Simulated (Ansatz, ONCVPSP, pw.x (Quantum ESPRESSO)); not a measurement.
**boron (B) (bcc): variants of one ONCV potential in the solid**

boron, optimised norm-conserving Vanderbilt (ONCV), made with ONCVPSP 4.0.1.1 (patched build) (PBE, scalar-relativistic). Core [He], reference 2s2 2p1. Waves: 2s: rc 1.15 bohr, ncon 4, nbas 7, qcut 4.6 1/bohr, 2 projectors, debl 2.8 Ha; 2p: rc 2.50 bohr, ncon 4, nbas 8, qcut 6.1 1/bohr, 1 projector; d scattering state at 0.33 Ha: rc 2.05 bohr, ncon 4, nbas 7, qcut 4.1 1/bohr, 2 projectors, debl 0.3 Ha. Local part: polynomial inside 0.95 bohr (lpopt 5, dvloc0 4 Ha). Core correction: none.

Crystal test: bcc B in pw.x 7.5, no spin, 18³ k-points, Fermi–Dirac smearing 0.01 Ry, cutoffs set for each file from its atomic test. The reference is all-electron LAPW (Ansatz 0.2.0) with the same functional, mesh and smearing; V0 and B0 come from Birch–Murnaghan fits to the pressures at five volumes. Errors are pseudo minus all-electron; Δ is the rms difference of the E(V) curves that follow from these fits, minima aligned, over ±6 % about the mean V0. Mesh and smearing are coarse, so the numbers serve the comparison and aren't converged zero-temperature values; the lattice is a test structure that the element need not adopt.

All-electron: a0 = 2.308 Å (V0 = 6.15 Å³/atom), B0 = 225.7 GPa.

Base: The largest radius (2.50 bohr) exceeds half the bond length (1.89 bohr), so the spheres overlap, which is one possible source of error among others. This is a poor potential for the solid.

```csv
change,cutoffs (Ry),pw.x,a0 (Å),a0 error (%),B0 error (%),Δ (meV/atom),mean pressure error (GPa)
base,75/300,converged,2.295,-0.59,+0.1,5.4,-3.80
"local potential polynomial inside 0.58 bohr (lpopt 5, dvloc0 4 Ha)",75/300,converged,2.294,-0.61,+0.2,5.5,-3.93
s: nbas 9,120/480,converged,2.295,-0.60,+0.1,5.4,-3.86
"local potential polynomial inside 0.95 bohr (lpopt 5, dvloc0 6.5 Ha)",75/300,converged,2.295,-0.58,+0.1,5.3,-3.77
"core correction polynomial model core, fcfact 0.5",75/300,converged,2.294,-0.63,+0.1,5.7,-4.04
```

Give the row for: d: ncon 3, nbas 6.

pw.x: converged; mean pressure error (GPa): -3.93; a0 (Å): 2.294; a0 error (%): -0.61; B0 error (%): +0.0; Δ (meV/atom): 5.6.
